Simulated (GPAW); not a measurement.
# A GW chain in GPAW: KBr (Fm-3m), part 2 of 2

Wanted: ground state, empty states, screening and self-energy for KBr (Fm-3m).

GPAW 26.7.0; PBE and many-body steps on it, plane waves. Known limits of the many-body steps: not at the basis limit; no spin-orbit coupling.

So far. Step 3 (Bands along the symmetry lines): The gap is 4.442 eV, as in the run before at this level. Step 4 (Empty states on the mesh, 4×4×4 mesh, 1078 bands): On this mesh the gap is 4.442 eV.

### 5. Screening and self-energy, 4×4×4 mesh, 496 bands, screening to 210 eV

G0W0 replaces the xc potential by the self-energy, built once from these orbitals. Only a window of levels is corrected, while the sums run over the empty bands that the input names.

This step: G0W0 on PBE, plane waves, PAW.

Contents of run.py:

```python
import json
import numpy as np
from gpaw.mpi import world
from gpaw.response.g0w0 import G0W0

gw = G0W0('full.gpw',
    filename='gw',
    kpts=[0],
    bands=(6, 10),
    ecut=210,
    nbands=496,
    integrate_gamma='WS',
    ppa=True)
gw.calculate()
res = {mode: {k: v for k, v in r.items() if k != 'sigma_eskwn'}
       for mode, r in gw.all_results.items()}

if world.rank == 0:
    with open('result.json', 'w') as f:
        json.dump(res, f, default=lambda x: x.tolist())
```

On the command line:

```bash
$ mpirun -n 8 gpaw python run.py
```

Numbers of over 12 decimals in the logs are rounded to 6 here.

The program printed:

```text
Using integrator: PointIntegrator
FrequencyGridDescriptor(from 0.000+0.000j to 0.000+27.211j eV, 2 points)
Nonperiodic BCs:  [False False False]
Using integrator: PointIntegrator
FrequencyGridDescriptor(from 0.000+0.000j to 0.000+27.211j eV, 2 points)
Nonperiodic BCs:  [False False False]
  ___  _ _ _
 |   || | | |
 | | || | | |
 |__ ||_____|
 |___|

BZ k-points: Symmetries present (total): 48

  [... matrices ...]
64 k-points: 4 x 4 x 4 Monkhorst-Pack grid + [1/8,1/8,1/8]
8 k-points in the irreducible part of the Brillouin zone
       k-points in crystal coordinates                weights
   0:     0.00000000    0.00000000    0.00000000          1/64
   1:     0.25000000    0.25000000    0.00000000          6/64
   2:     0.25000000    0.25000000    0.25000000          8/64
   3:     0.50000000    0.25000000   -0.25000000          6/64
   4:     0.50000000    0.25000000    0.25000000         12/64
   5:     0.50000000    0.50000000    0.00000000          3/64
   6:     0.50000000    0.50000000    0.25000000         24/64
   7:     0.50000000    0.50000000    0.50000000          4/64

Distributing spins, k-points and bands (1 x 1 x 4) over 8 processes
Number of blocks: 1

Quasi particle states:
k-points (IBZ indices): [0]
Band range: (6, 10)
  [... matrices ...]
Computational parameters:
Plane wave cut-off: 210 eV
Number of bands: 496
Coulomb cutoff: None
Broadening: 0.1 eV

fxc modes: GW
Kernel: RPA
Using Godby-Needs plasmon-pole approximation:
  Fitting energy: i*E0, E0 = 1.000 Hartree
Summing all q:

Calculating screened Coulomb potential
No Coulomb truncation
FrequencyGridDescriptor(from 0.000+0.000j to 0.000+27.211j eV, 2 points)
Removing empty qpoint cache files...

Calculating chi0 body with:
    Ground state adapter containing:
    Number of spins: 1
    Number of kpoints: 64
    Number of irreducible kpoints: 8
    Number of completely occupied states: 8
    Number of partially occupied states: 8
    Occupied states memory: 1.6875 M / cpu

    Linear response parametrization:
    q_c: [0.0, 0.0, 0.0]
    Number of frequency points: 2
    Planewave cutoff: 210.0
    Number of bands: 496
    Number of planewaves: 531
    Broadening (eta): 1e-06
    comm.size: 8
    kncomm.size: 8
    blockcomm.size: 1

    Memory estimate of potentially large arrays:
        chi0_wGG: 8.604767 M / cpu
Integrating chi0 body.

Symmetries of q_c:
    Direct symmetries (Uq -> q): 48
    Indirect symmetries (TUq -> q): 0
In total 48 allowed symmetries.

  [... matrices ...]
8 groups of equivalent kpoints. 87.5% reduction.

Integral kind: response function
Integrating chi0 head and wings.

Symmetries of q_c:
    Direct symmetries (Uq -> q): 48
    Indirect symmetries (TUq -> q): 0
In total 48 allowed symmetries.

  [... matrices ...]
8 groups of equivalent kpoints. 87.5% reduction.

Integral kind: response function wings

Calculating chi0 body with:
    Ground state adapter containing:
    Number of spins: 1
    Number of kpoints: 64
    Number of irreducible kpoints: 8
    Number of completely occupied states: 8
    Number of partially occupied states: 8
    Occupied states memory: 1.6875 M / cpu

    Linear response parametrization:
[... the further q-points ...]

Results:
f:      Occupation numbers
eps:     KS-eigenvalues [eV]
vxc:     KS vxc [eV]
exx:     Exact exchange [eV]
sigma:   Self-energies [eV]
dsigma:  Self-energy derivatives
Z:       Renormalization factors
qp:      QP-energies [eV]

k-point 0 (0): (0.000, 0.000, 0.000)                GW
band       f     eps     vxc     exx   sigma  dsigma       Z      qp
                                                                   GW
   6   1.000  -0.198 -15.562 -19.429   1.349  -0.215   0.823  -2.269
   7   1.000  -0.198 -15.562 -19.429   1.349  -0.215   0.823  -2.269
   8   0.000   4.244  -7.850  -4.294  -2.947  -0.147   0.872   4.775
   9   0.000   7.404  -8.823  -4.131  -3.155  -0.152   0.868   8.739
```

The job ended after 8.6 min (8 MPI ranks of Arm Neoverse V1, shared host; peak memory 3.5 GiB; 58 min of CPU time).

This step gave:

```yaml
g0w0_gap_on_the_points_computed: 7.044 eV
least_direct_g0w0_gap_on_the_computed_points: 7.044 eV
z_at_the_valence_top: 0.8231
z_at_the_conduction_bottom: 0.8721
starting_gap_on_the_mesh: 4.442 eV
k_of_the_valence_top: 0, 0, 0
k_of_the_conduction_bottom: 0, 0, 0
```

The gap on the mesh goes from 4.44 eV to 7.04 eV, a correction of +2.60 eV.

Limits: finite bands, cutoff and mesh; no spin-orbit coupling. v1 is the top filled band, c1 the lowest empty one. Levels before and after the correction, in eV, zero at the valence-band top of each column:

```tsv
	conduction bottom	valence top
Kohn-Sham	4.44	0.00
G0W0	7.04	0.00
```

```tsv
	level	energy (eV)
Kohn-Sham	Γ v2-v1	0.000
Kohn-Sham	Γ c1	4.442
Kohn-Sham	Γ c2	7.602
G0W0	Γ v2-v1	0.000
G0W0	Γ c1	7.044
G0W0	Γ c2	11.008
```

### 6. Where the time went

Times are wall times on 8 MPI ranks of Arm Neoverse V1, shared host, good to a factor of about two.

```tsv
step	time	share	memory (GiB)
ground state	8.8 s	2 %	1.2
bands along the symmetry lines	11 s	2 %	1.3
empty states on the mesh	18 s	3 %	2.6
screening and self-energy	8.6 min	93 %	3.5
```

### 7. Results

| Property | Result |
| --- | --- |
| PBE gap | 4.44 eV, direct |
| G0W0 gap on the mesh | 7.04 eV |
| GW settings | 4×4×4 mesh, 496 bands, screening to 210 eV, Godby-Needs plasmon pole |
| known limits | not at the basis limit; no spin-orbit coupling |

**Reading.** G0W0 moves the gap on the mesh from 4.44 eV to 7.04 eV (+2.60 eV), with Z of 0.82 and 0.87 at the edges. Only 1 of the mesh's irreducible points was corrected, so a valley elsewhere could overtake. The dearest step here is «screening and self-energy». Bands and cutoff are finite, so the gap is not at the basis limit. The miss can reach some tenths of an eV and take either sign; the mesh is an error of its own. These stock PAW sets were not made for GW; the filled d or f shell of Br lies in the frozen core, which bears on start and correction. In the G0W0 run levels were corrected at 1 k point alone, so a gap called «on the mesh» is the least over those, and an edge elsewhere would be missed. The many-body steps are scalar-relativistic: spin-orbit coupling is not in them.

[Paths, hosts, dates, memory and timing lines, banners, echoed tables and standing remarks are left out of the program output.]

[Logs are printed without paths, hosts, clocks, repeated set-up lines and the standing remarks that a program may print on its own settings, such as how far it seeks lower states.]

[Runs of the session that timed out or met a known fault of the program may be left out.]

[Hosts, paths, dates, database ids (printed as entryN), source tags and the programs' standing remarks are cut or masked in the printed files.]
